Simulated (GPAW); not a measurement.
A run of GPAW 26.7.0 is set up as follows.

Contents of run.py:

```python
from ase import Atoms
from ase.filters import FrechetCellFilter
from ase.io import write
from ase.optimize import BFGS
from gpaw import GPAW, PW, setup_paths

setup_paths.insert(0, '.')

atoms = Atoms(['Pb', 'Se'],
              cell=[[0.0, 3.06065, 3.06065],
                    [3.06065, 0.0, 3.06065],
                    [3.06065, 3.06065, 0.0]],
              scaled_positions=[[0.0, 0.0, 0.0],
                                [0.5, 0.5, 0.5]],
              pbc=True)

calc = GPAW(mode=PW(600),
            xc='PBEsol',
            kpts={'size': (8, 8, 8), 'gamma': True},
            occupations={'name': 'fermi-dirac', 'width': 0.05},
            nbands=19,
            convergence={'density': 1e-05, 'forces': 0.0001},
            maxiter=150,
            txt='gpaw.txt')
atoms.calc = calc
opt = BFGS(FrechetCellFilter(atoms), trajectory='relax.traj', logfile='-')
done = opt.run(fmax=0.02, steps=60)
calc.write('gs.gpw')
write('result.traj', atoms)
print('Converged:', done)
print('Cell:', atoms.cell.cellpar().round(4))
print('Volume:', round(atoms.get_volume(), 4))
print(atoms.get_scaled_positions().round(5))
```

Potentials or basis: PAW data sets generated in the run's folder for this functional, pw.

The run is started by

```console
$ gpaw-setup -f PBEsol Pb Se
$ OMP_NUM_THREADS=1 python run.py
```

(1) What does it give for the band gap on the k mesh?

(2) What does it give for the relaxed cell?

## Answers

(1) 0.11 eV, direct.

(2) a = 4.308 Å, b = 4.308 Å, c = 4.308 Å, α = 60.00°, β = 60.00°, γ = 60.00°.

Caveat: later steps reuse the first step's grids; spin-orbit coupling is left out, which as a rule narrows the gap of such compounds by several tenths of an eV.

The cell as given is a measured one (28.67 Å³/atom); PBEsol puts the equilibrium volume -1.4 % from it, thermal expansion not counted.
